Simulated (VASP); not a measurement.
# Se (R-3m) in VASP: notebook

One crystal, Se, is run at these levels: PBE+D3(BJ); tasks: relaxation of cell and atoms.

Program: VASP 6.6.1. These are calculated values, not measurements. Logs are shortened: lines on timing, memory, paths and dates and some standing lists are left out, and cuts for length are marked.

**1. The crystal as given**

Symmetry: R-3m, No. 166, trigonal system. The conventional cell has a = 3.850 Å, b = 3.850 Å, c = 2.645 Å, α = 90.00°, β = 90.00°, γ = 120.00°. Se (site symmetry -3m) is surrounded by 8 Se at 2.39 to 2.65 Å.

This isn't the form of Se at room conditions, which is trigonal, of chains.

**2. Relaxation of cell and atoms, PBE+D3(BJ), target pressure 94 GPa, at which the enthalpy is minimised**

File INCAR:

```
PREC = Accurate
ENCUT = 520
EDIFF = 1E-7
ISMEAR = 0
SIGMA = 0.02
LREAL = False
LASPH = True
NELM = 100
ALGO = Fast
ISIF = 3
LWAVE = False
LCHARG = False
GGA = PE
IVDW = 12
IBRION = 2
NSW = 80
EDIFFG = -0.002
PSTRESS = 940.0
```

File KPOINTS:

```
regular mesh
0
Gamma
  15 15 15
```

File POSCAR:

```
Se
1.0
    1.9250000000      1.1113992700      0.8816666700
   -1.9250000000      1.1113992700      0.8816666700
    0.0000000000     -2.2227985400      0.8816666700
Se
1
Direct
    0.0000000000      0.0000000000      0.0000000000
```

Potentials or basis: VASP PAW PBE potentials, release 64 (Se).

Command:

```
> cat potpaw_PBE.64/Se/POTCAR > POTCAR
> mpirun -np 1 vasp_std > vasp.out
```

OUTCAR:

```text
PREC = Accurate
   ENCUT = 520
   EDIFF = 1E-7
   ISMEAR = 0
   LREAL = False
   LASPH = True
   NELM = 100
   ISIF = 3
   GGA = PE
   IVDW = 12
   IBRION = 2
   NSW = 80
   EDIFFG = -0.002
   PSTRESS = 940.0
 IVDW          = 12

 ion  position               nearest neighbor table
   1  0.000  0.000  0.000-

  LATTYP: Found a trigonal (rhomboedric) cell.
 ALAT       =     2.3912694232
 COS(alpha) =    -0.2960878580

  Lattice vectors:

 A1 = (   1.9250000000,   1.1113992700,   0.8816666700)
 A2 = (  -1.9250000000,   1.1113992700,   0.8816666700)
 A3 = (   0.0000000000,  -2.2227985400,   0.8816666700)

Analysis of symmetry for initial positions (statically):
=====================================================================
 Subroutine PRICEL returns:
 Original cell was already a primitive cell.

 Routine SETGRP: Setting up the symmetry group for a
 trigonal (rhombohedral) supercell.

 Subroutine GETGRP returns: Found 12 space group operations
 (whereof 12 operations were pure point group operations)
 out of a pool of 12 trial point group operations.

The static configuration has the point symmetry D_3d.

Analysis of symmetry for dynamics (positions and initial velocities):
=====================================================================
 Subroutine PRICEL returns:
 Original cell was already a primitive cell.

 Routine SETGRP: Setting up the symmetry group for a
 trigonal (rhombohedral) supercell.

 Subroutine GETGRP returns: Found 12 space group operations
 (whereof 12 operations were pure point group operations)
 out of a pool of 12 trial point group operations.

The dynamic configuration has the point symmetry D_3d.

 Subroutine INISYM returns: Found 12 space group operations
 (whereof 12 operations are pure point group operations),
 and found     1 'primitive' translations

----------------------------------------------------------------------------------------

                                     Primitive cell

  volume of cell :      11.3177

  direct lattice vectors                    reciprocal lattice vectors
     1.925000000  1.111399270  0.881666670     0.259740260  0.149961109  0.378071832
    -1.925000000  1.111399270  0.881666670    -0.259740260  0.149961109  0.378071832
     0.000000000 -2.222798540  0.881666670     0.000000000 -0.299922217  0.378071832

  length of vectors
     2.391269423  2.391269423  2.391269426     0.482588486  0.482588486  0.482588486

  position of ions in fractional coordinates (direct lattice)
     0.000000000  0.000000000  0.000000000

  ion indices of the primitive-cell ions
   primitive index   ion index
[... 79 lines left out ...]
   ISIF   =      3    stress and relaxation
   ISYM   =      2    0-nonsym 1-usesym 2-fastsym
   POTIM  = 0.5000    time-step for ionic-motion
   TEBEG  =    0.0;   TEEND  =   0.0 temperature during run
   PSTRESS=  940.0 pullay stress
   NELECT =       6.0000    total number of electrons
   NUPDOWN=      -1.0000    fix difference up-down
   EMIN   =  10.00;   EMAX   =-10.00  energy-range for DOS
   EFERMI =   0.00;   METHOD = LEGACY
   ISMEAR =     0;   SIGMA  =   0.02  broadening in eV -4-tet -1-fermi 0-gaus
   EFERMI_NEDOS =   21; number of points for ismear=-14 and -15
   IALGO  =     68    algorithm
   IMIX   =      4    mixing-type and parameters
     AMIX     =   0.40;   BMIX     =  1.00
     AMIX_MAG =   1.60;   BMIX_MAG =  1.00
  volume/ion in A,a.u.               =      11.32        76.38
  Fermi-wavevector in a.u.,A,eV,Ry     =   1.324971  2.503832 23.885687  1.755548
  Thomas-Fermi vector in A             =   2.454466
   LORBIT       =      0    0 simple, 1 ext, 2 COOP (PROOUT), +10 PAW based schemes
   GGA     = PE    functional components
   LHFCALC =     F    Hartree Fock is set to
   AEXX    =    0.0000 exact exchange contribution
   IVDW    =    12    specifies the selected vdW correction
   LEPSILON=     F    determine dielectric tensor
   LRPA    =     F    only Hartree local field effects (RPA)
 conjugate gradient relaxation of ions
 non-spin polarized calculation
 RMM-DIIS sequential band-by-band and
 Gauss-broadening in eV      SIGMA  =   0.02
  energy-cutoff  :      520.00
  volume of cell :       11.32
 maximum number of plane-waves:       313
 NGX is ok and might be reduce to    18
   NGX =  9   NGY =  9   NGZ =  9

--------------------------------------- Ionic step        1  -------------------------------------------

 number of electron       6.0000000 magnetization

 Free energy of the ion-electron system (eV)
  ---------------------------------------------------
  ext. energy  EPLUGINS =         0.00000000
  ---------------------------------------------------
  free energy    TOTEN  =        -0.27107371 eV

  energy without entropy =       -0.27100233  energy(sigma->0) =       -0.27103802

------------------------ aborting loop because EDIFF is reached ----------------------------------------

 Edisp (eV)   -0.77851

 E8    (eV) :    -0.3186
[... 32 lines left out ...]
--------------------------------------- Ionic step        2  -------------------------------------------

 number of electron       6.0000003 magnetization

 E-fermi :   6.3161     XC(G=0): -10.8781

 val. band max:        6.3091318755   @ k =   0.4667   0.2667   0.2667
 cond. band min:       6.3202058760   @ k =  -0.1333   0.4000   0.0667
 fundamental gap:      0.0110740005
 Fermi energy:         6.3160568205

 k-point     1 :       0.0000    0.0000    0.0000
  band No.  band energies     occupation
      1     -10.4352      2.00000
      2       8.8046      0.00000
      3       9.9081      0.00000
      4       9.9081      0.00000
      5      17.6173      0.00000
      6      17.9925      0.00000
      7      17.9925      0.00000
[... 307 lines left out ...]
  energy  without entropy=       -2.1886990202  energy(sigma->0) =       -2.18874829

  enthalpy is  TOTEN    =         5.3903442489 eV   P V=        7.5791418013

[... ionic steps 4 to 11 ...]

--------------------------------------- Ionic step       12  -------------------------------------------

 number of electron       5.9999999 magnetization

------------------------ aborting loop because EDIFF is reached ----------------------------------------
[... 77 lines left out ...]
--------------------------------------- Ionic step       14  -------------------------------------------

 number of electron       5.9999999 magnetization

 Free energy of the ion-electron system (eV)
  ---------------------------------------------------
  ext. energy  EPLUGINS =         0.00000000
  ---------------------------------------------------
  free energy    TOTEN  =        -1.33087393 eV

  energy without entropy =       -1.33079305  energy(sigma->0) =       -1.33083349

 E-fermi :  12.8573     XC(G=0): -12.8868

 val. band max:       12.8489687370   @ k =   0.4000   0.2667   0.0667
 cond. band min:      12.8601764146   @ k =  -0.1333   0.4000   0.0667
 fundamental gap:      0.0112076776
 Fermi energy:        12.8573066642

 k-point     1 :       0.0000    0.0000    0.0000
  band No.  band energies     occupation
      1      -9.1326      2.00000
      2      17.4207      0.00000
      3      19.4862      0.00000
      4      19.4862      0.00000
      5      24.9013      0.00000
      6      24.9013      0.00000
      7      27.0534      0.00000
[... 266 lines left out ...]
  energy  without entropy=       -2.0256418170  energy(sigma->0) =       -2.02568226

  enthalpy is  TOTEN    =         5.3803588847 eV   P V=        7.4060815824

 reached required accuracy - stopping structural energy minimisation
```

It took 55 s on 1 thread of Intel Xeon 6975P-C (Granite Rapids), shared host; peak memory 0.16 GiB.

What came out:

| Property | Result |
| --- | --- |
| Free energy | -2.0257 eV |
| Relaxed volume | 12.62 Å³/atom |
| Relaxed cell | a = 2.479 Å, b = 2.479 Å, c = 2.479 Å, α = 107.19°, β = 107.19°, γ = 107.19° |
| Space group after relaxing (to 0.05 Å) | R-3m (No. 166) |
| Energy change on relaxing (the enthalpy is what falls) | -976.1 meV/atom |
| Ionic steps | 14 |
| Pressure after relaxing | 94.0 GPa |
| Band gap on the k mesh | none (metal or under the smearing width) |
| Dispersion energy per atom | -0.695 eV |

The path:
| step | energy change (eV) | largest force (eV/Å) | pressure (GPa) | volume (Å³) |
| --- | --- | --- | --- | --- |
| 1 | 0.0000 | 0.0000 | 149.88 | 11.32 |
| 2 | -2.3290 | 0.0000 | 1.97 | 19.09 |
| 3 | -1.1392 | 0.0000 | 84.21 | 12.92 |
| 4 | -0.9855 | 0.0000 | 93.11 | 12.64 |
| 5 | -0.9691 | 0.0000 | 94.04 | 12.61 |
| 6 | -0.9533 | 0.0000 | 94.95 | 12.59 |
| 7 | -0.9600 | 0.0000 | 94.97 | 12.60 |
| 8 | -0.9596 | 0.0000 | 94.98 | 12.60 |
| 9 | -1.0262 | 0.0000 | 91.13 | 12.71 |
| 10 | -0.9761 | 0.0000 | 94.02 | 12.62 |
| 11 | -0.9765 | 0.0000 | 94.00 | 12.62 |
| 12 | -0.9768 | 0.0000 | 93.98 | 12.62 |
| 13 | -0.9759 | 0.0000 | 94.02 | 12.62 |
| 14 | -0.9761 | 0.0000 | 94.02 | 12.62 |

Final structure:
```
Se
1.0
     1.99528    1.15197    0.91532
    -1.99528    1.15197    0.91532
     0.00000   -2.30395    0.91532
Se
1
Cartesian
  0.0000 0.0000 0.0000
```

Levels at points of the mesh, in eV from the Fermi level:
```
           k point  band 1  band 2  band 3  band 4  band 5  band 6
(0.00, 0.00, 0.00)  -21.99    4.56    6.63    6.63   12.04   12.04
```

Caveat: the cell is relaxed towards a set pressure, so the enthalpy falls and the energy may rise; pairwise dispersion overbinds metals, which lowers pressure and volume.

**3. Relaxation of cell and atoms, PBE+D3(BJ), target pressure 94 GPa, at which the enthalpy is minimised**

This run uses another cell than the first one, of 12.62 Å³/atom, 1.115 times its volume.

INCAR is that of step 2.

KPOINTS is that of step 2.

File POSCAR:

```
Se                                      
1.0
    1.9952790609      1.1519749084      0.9153207453
   -1.9952790609      1.1519749084      0.9153207453
   -0.0000000000     -2.3039498168      0.9153207453
  Se            
     1
Direct
     0.0000000000000000    0.0000000000000000    0.0000000000000000
```

Potentials or basis: VASP PAW PBE potentials, release 64 (Se).

Command:

```
> cat potpaw_PBE.64/Se/POTCAR > POTCAR
> mpirun -np 1 vasp_std > vasp.out
```

Wall time 8 s (1 thread of Intel Xeon 6975P-C (Granite Rapids), shared host); peak memory 0.15 GiB.

It converged, with:

```
Free energy                : -2.0259 eV
Pressure after relaxing    : 94.0 GPa
Band gap on the k mesh     : none (metal or under the smearing width)
Dispersion energy per atom : -0.695 eV
```

Final structure:
```
Se
1.0
     1.99528    1.15197    0.91532
    -1.99528    1.15197    0.91532
     0.00000   -2.30395    0.91532
Se
1
Direct
  0.00000 0.00000 0.00000
```

Levels at points of the mesh, in eV from the Fermi level:
```csv
k point,band 1,band 2,band 3,band 4,band 5,band 6,band 7
"(0.00, 0.00, 0.00)",-21.99,4.56,6.63,6.63,12.04,12.04,14.20
```

Caveat: the relaxation stopped at its first step, so nothing moved; the cell is relaxed towards a set pressure, so the enthalpy falls and the energy may rise; pairwise dispersion overbinds metals, which lowers pressure and volume.
